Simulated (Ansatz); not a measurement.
Here is an Ansatz 0.2.0 calculation.

File input.yaml:

```yaml
crystal:
  lattice:
    - [4.0896976867, 0.0, 0.0]
    - [-2.0448488433, 3.5417820905, 0.0]
    - [0.0, 0.0, 3.788167]
  atoms:
    - { symbol: Pb, position: [0.0, 0.0, 0.0] }
    - { symbol: S, position: [0.6666666667, 0.3333333333, 0.5] }
kpoints:
  mp_grid: { grid: [6, 6, 6] }
scf:
  occupations: { method: fermi_dirac, width: 0.05 }
hamiltonian:
  xc: pbe
  pseudopotentials: { kind: all_electron, datasets: crystal }
output:
  forces: true
  stress: true
  eigenvalues: true
```

Potentials or basis: all-electron PAW datasets made for the crystal.

Run with:

```sh
$ ansatz run input.yaml --threads 1 --pin off --max-ram 3072MiB --backend cpu --events-out ev --progress --plain --runs-dir out
```

Task: Estimate the pressure.

Result: -0.2 GPa.

Task: What does it give for the band gap on the k mesh?

Result: None (metal or under the smearing width).

Stress tensor (GPa, compression positive):
```
-0.26  0.00  0.00
 0.00 -0.26  0.00
 0.00  0.00  0.00
```

 The run has no spin-orbit coupling, so splittings on Pb are missing.
